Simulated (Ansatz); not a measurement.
Ionic part of the dielectric constant of BP at 18 GPa, mode by mode

Level of theory: Ansatz 0.2.0, DFT PBE, scalar-relativistic, plane waves, PAW. Cutoff 420 eV, 10×10×10 k-points (Γ-centred), fixed occupations. No spin polarisation. Phonons by linear response, acoustic sum rule imposed.

It takes space group F-43m (No. 216, cubic). The conventional cell has a = 4.409 Å, b = 4.409 Å, c = 4.409 Å, α = 90.00°, β = 90.00°, γ = 90.00°. B (site symmetry -43m) is surrounded by 4 P at 1.91 Å. P (site symmetry -43m) has 4 B at 1.91 Å as nearest neighbours.

The primitive cell has V = 21.43 Å³ and ε∞,xx = 9.139. Each polar mode adds Δε = (4.92064×10⁷/V)·S/ν² along x, with S its oscillator strength in e²/amu, ν in cm⁻¹ and V in Å³.

Problem. From these modes, find each Δε and ε0,xx.
```json
{"ν (cm⁻¹)": "877.2", "S_xx (e²/amu)": "0.0797"}
```

Solution.
```
ν (cm⁻¹)    Δε
   877.2  0.24
```

The sum is 0.238, so ε0,xx = 9.38; the run's tensor has 9.38.

Problem. Where do the longitudinal modes lie for a wave vector along x?

Solution. At 889 cm⁻¹. The Lyddane–Sachs–Teller product Π(ν_LO/ν_TO)² = 1.03 matches ε0/ε∞ = 1.03.

Cost: 1 run of about 0.44 core-minutes, on Arm Neoverse V1 (shared hosts).

Compressed BP screens static fields almost entirely through its electrons: the lattice adds only 0.238 to an ε∞ of 9.139. Two factors keep that share small. Boron and phosphorus have similar electronegativities, so the bond is largely covalent and the optical displacement carries little dipole, as the modest oscillator strength shows. The stiff bonds and light boron also put the transverse mode at 877.2 cm⁻¹, and the ionic response falls with the square of that frequency. The longitudinal mode at 889 cm⁻¹ lies only slightly higher because the weak dipole produces a small macroscopic restoring field, which the large electronic polarisability screens further. The electronic term is probably somewhat too large, since PBE usually underestimates the gaps that govern interband polarisation, but this would not change the predominance of electronic screening. The oscillator strength depends on the square of the effective charge, so it cannot show which atom carries the negative dynamical charge, a real question in a compound with so little ionic character.
